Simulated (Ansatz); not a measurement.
## What a trial cell of Li2Se3 relaxes into

Method: DFT PBE, scalar-relativistic, plane waves, PAW (Ansatz 0.2.0). Cutoff 420 eV, Γ-centred k mesh, Gaussian smearing, no spin polarisation in the final step.

The start puts Li2Se3 on the A-type sesquioxide structure type (P-3m1, No. 164), with Li in place of La, Se in place of O, at a guessed volume.

```
Li Se
1.0
     4.20712    0.00000    0.00000
    -2.10356    3.64347    0.00000
     0.00000    0.00000    6.54559
Li Se
2 3
Direct
  0.33333 0.66667 0.24500
  0.66667 0.33333 0.75500
  0.00000 0.00000 0.00000
  0.33333 0.66667 0.64500
  0.66667 0.33333 0.35500
```

Cell and atoms relax at zero pressure; the relaxation can't lower the symmetry of the start. After a coarse first stage the cell is made exact in the group found at 0.06 Å.

Formation energies are uncorrected and refer to the elements' standard structures at the same level.

Q: What does it relax into?

A: It keeps P-3m1 (No. 164), but not the shape of the type it started on. Conventional cell: a = 4.318 Å, c = 6.760 Å. Li is coordinated by 3 Se at 2.62 Å, 1 Se at 2.93 Å, 3 Li at 2.96 Å and 3 Se at 3.35 Å; around Se on Wyckoff site a (1 atom of the primitive cell) lie 6 Li at 2.62 Å; Se on Wyckoff site d (2 atoms of the primitive cell) has 3 Se at 2.59 Å and 1 Li at 2.93 Å.

```xyz
5
Lattice="4.3176 0.0000 0.0000 -2.1588 3.7392 0.0000 0.0000 0.0000 6.7598" Properties=species:S:1:pos:R:3 pbc="T T T"
Li    0.0000    2.4928    0.7957
Li    2.1588    1.2464    5.9641
Se    0.0000    0.0000    0.0000
Se    0.0000    2.4928    3.7256
Se    2.1588    1.2464    3.0342
```

Q: What are its volume, energy, density and gap?

A: The volume per atom is 21.83 Å³ and the density is 3.82 g/cm³. The energy over the elements is -0.57 eV/atom and the gap on the 12×12×6 mesh is 0 eV (a metal).

The final run used a 12×12×6 mesh on its 5-atom cell and 0.10 eV smearing. The k mesh leaves about 4 meV/atom of noise in metals. A structure relaxed within its symmetry needn't be a true minimum.

Cost: 3 runs of about 3 core-minutes in all, on Arm Neoverse V2 (shared hosts).